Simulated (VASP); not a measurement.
Input of a VASP 6.6.1 run:

Contents of POSCAR:

```
TiCo
1.0
    2.9861109900      0.0000000000      0.0000000000
    0.0000000000      2.9861109900      0.0000000000
    0.0000000000      0.0000000000      2.9861109900
Ti Co
1 1
Direct
    0.0000000000      0.0000000000      0.0000000000
    0.5000000000      0.5000000000      0.5000000000
```

INCAR.step1

```
SYSTEM = TiCo
  PREC = Accurate
  ENCUT = 520
  ISMEAR = 0
  SIGMA = 0.1
  LREAL = .FALSE.
  LASPH = .TRUE.
  NELM = 150
  ISPIN = 2
  MAGMOM = 0 0.6
  LMAXMIX = 4
  NBANDS = 22
  GGA = PE
  ALGO = Normal
  EDIFF = 1E-4
  LWAVE = .TRUE.
  LCHARG = .FALSE.
```

File INCAR.step2:

```
SYSTEM = TiCo
  PREC = Accurate
  ENCUT = 520
  EDIFF = 1E-6
  ISMEAR = 0
  SIGMA = 0.1
  LREAL = .FALSE.
  LASPH = .TRUE.
  NELM = 150
  ALGO = Normal
  ISIF = 2
  LWAVE = .FALSE.
  LCHARG = .TRUE.
  ISPIN = 2
  MAGMOM = 0 0.6
  LORBIT = 11
  LMAXMIX = 4
  METAGGA = R2SCAN
  LMIXTAU = .TRUE.
  LELF = .TRUE.
  LVHAR = .TRUE.
  NBANDS = 22
  ISTART = 1
```

KPOINTS

```
Automatic mesh
0
G
  4 4 4
  0 0 0
```

Potentials or basis: VASP PAW PBE potentials, release 64 (Ti_sv, Co).

Launch:

```sh
$ cat potpaw_PBE.64/Ti_sv/POTCAR potpaw_PBE.64/Co/POTCAR > POTCAR
$ cp INCAR.step1 INCAR
$ mpirun -np 1 vasp_std > vasp.out
$ cp INCAR.step2 INCAR
$ mpirun -np 1 vasp_std > vasp.out
```

Estimate the band gap on the k mesh.

none (metal or under the smearing width).

Predict the site moments.

Ti -0.12; Co +1.34 μB.

Caveat: the k mesh is coarse (spacing up to 0.53 Å⁻¹), so the values aren't converged.
